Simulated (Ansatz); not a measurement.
**Which way does AlAs + InP ⇌ AlP + InAs run?**

Plane-wave DFT in Ansatz with scalar-relativistic PAW potentials, cutoff 500 eV, Γ-centred meshes chosen by cell and gap, Gaussian smearing with energies taken to zero width. Every cell was relaxed (cell and atoms) in a run of its own, within the symmetry of its start. Functional: r2SCAN.

Total energies hold large constants for each element; a whole number of eV per atom of each element is taken off below, which cancels in a balanced reaction.

| compound | lowest structure computed | structures tried | V (Å³/atom) | gap on mesh (eV) | E (eV per formula unit, common shift removed) |
| --- | --- | --- | --- | --- | --- |
| AlAs | F-43m | 4 | 22.88 | 1.81 | -1.2435 |
| InP | F-43m | 5 | 25.77 | 1.03 | -0.7380 |
| AlP | F-43m | 3 | 20.55 | 1.93 | -2.0662 |
| InAs | F-43m | 4 | 28.47 | 0.09 | -0.1789 |

Question: Work out the reaction energy at 0 K.

Answer: ΔE = E(AlP) + E(InAs) − E(AlAs) − E(InP) = -0.264 eV, or -25 kJ per mole of reaction (-66 meV/atom). The right side is lower: Al takes P and In takes As. All four are computed as solids; where they are solids at ordinary conditions entropy changes little. A lower structure that wasn't tried would shift the value, and mixed crystals may lie lower than either side.